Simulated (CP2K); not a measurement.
# ZnSe (Stilleite) under changes of volume

One of the cells (22.757 Å³/atom); the others are scaled copies at fixed shape and fractional positions:

```
Se Zn
1.0
     4.00760    0.00000    0.00000
     2.00380    3.47068    0.00000
     2.00380    1.15689    3.27219
Se Zn
1 1
Direct
  0.75000 0.75000 0.75000
  0.00000 0.00000 0.00000
```

```yaml
Program: CP2K 2026.2
Functional: MS2
Potentials_or_basis: POTENTIAL_UZH Se GTH-SCAN-q6, Zn GTH-SCAN-q12; TZVP-MOLOPT-SCAN-GTH basis
Density_cutoff: 9184 eV
k_mesh: 8 × 8 × 8
Occupations: fermi-dirac, width 0.05 eV
Spin: no spin polarisation
```

```csv
volume (Å³/atom),energy over the lowest point (meV/atom),pressure (GPa),gap on the mesh (eV)
21.391,24.07,5.3,2.06
21.846,11.50,3.6,1.97
22.301,?,?,?
22.757,0.00,0.6,1.79
23.212,0.15,-0.7,1.71
23.667,3.69,-1.8,1.63
24.122,10.28,-2.8,1.55
```

Question: What does the run at 22.301 Å³/atom give?

Answer: Energy over the lowest point 3.64 meV/atom; pressure 2.0 GPa; gap on the mesh 1.88 eV.

Worked out: A Birch-Murnaghan fit of order 3 (a polynomial in V^(-2/3)) to the other rows has its minimum at 22.96 Å³/atom with B0 = V·E''(V) = 64 GPa and B' = 4.5. It gives 3.64 meV/atom at 22.301 Å³/atom, against the run's 3.64, and -dE/dV = 2.0 GPa, against 2.0. A straight line through the other rows of the gap, of slope -4.25 eV per unit of ln V (its deformation potential), gives 1.88 eV, against the run's 1.88.

Energies are extrapolated to zero smearing.

Caveats: the potentials were made for another functional, which shifts forces and pressure; the basis of atomic orbitals isn't converged, which shifts pressures, moduli and gaps.

Spin-orbit coupling on Se is left out.
